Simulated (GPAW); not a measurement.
Input of a GPAW 26.7.0 run:

run.py

```python
import numpy as np
from ase import Atoms
from ase.dft.bandgap import bandgap
from ase.io import write
from gpaw import GPAW, PW
from gpaw.response.df import DielectricFunction

atoms = Atoms(['Sn', 'Sn', 'O', 'O'],
              cell=[[3.8389522158, 0.0, 0.0],
                    [0.0, 3.8389522158, 0.0],
                    [0.0, 0.0, 4.9192779074]],
              scaled_positions=[[0.5, 0.0, 0.76462614],
                                [0.0, 0.5, 0.23537386],
                                [0.0, 0.0, 0.0],
                                [0.5, 0.5, 0.0]],
              pbc=True)

calc = GPAW(mode=PW(600),
            xc='PBE',
            kpts={'size': (6, 6, 5), 'gamma': True},
            occupations={'name': 'fermi-dirac', 'width': 0.001},
            nbands=33,
            convergence={'density': 1e-06},
            maxiter=150,
            txt='gpaw.txt')
atoms.calc = calc
energy = atoms.get_potential_energy()
calc.write('gs.gpw')
write('result.traj', atoms)
print(f'Energy: {energy:.6f} eV')
print('Fermi level:', round(calc.get_fermi_level(), 4), 'eV')
print(f'Gap: {bandgap(calc)[0]:.4f} eV, direct: {bandgap(calc, direct=True)[0]:.4f} eV')

for size in [(6, 6, 5)]:
    name = 'x'.join(str(n) for n in size)
    dense = calc.fixed_density(kpts={'size': size, 'gamma': True},
                               nbands=66, convergence={'bands': 60, 'eigenstates': 1e-7},
                               update_fermi_level=True, txt=f'dense-{name}.txt')
    dense.write(f'{name}.gpw', mode='all')
    df = DielectricFunction(f'{name}.gpw', frequencies=np.array([0.0]), hilbert=False, eta=0.001,
                            ecut=80, nbands=60, intraband=False, txt=f'df-{name}.txt')
    for xc in ['RPA']:
        for direction in ['x', 'y', 'z', [0, 1, 1], [1, 0, 1], [1, 1, 0]]:
            e0, e = df.get_macroscopic_dielectric_constant(xc=xc, direction=direction)
            print(f'{name} {xc} {direction}: {e0:.4f} without, {e:.4f} with local fields')
```

Potentials or basis: GPAW PAW data sets (gpaw-data 1.2.1), pw.

The run is started by

```console
$ OMP_NUM_THREADS=1 python run.py
```

**Question.** What does it give for the electronic dielectric tensor (diagonal)?

**Answer.** 7.50, 7.50, 6.66.

**Question.** Predict the band gap on the k mesh.

**Answer.** 0.22 eV, indirect (least direct gap 2.01 eV).

Electronic dielectric tensor:
```
7.50 0.00 0.00
0.00 7.50 0.00
0.00 0.00 6.66
```

Caveat: the gap is small at this level, which inflates the dielectric constant; the long-wavelength limit can be off by a per cent or two; spin-orbit coupling is left out, which moves the levels of the heavy elements; an odd mesh through Γ misses points on the zone boundary, where band edges often lie.
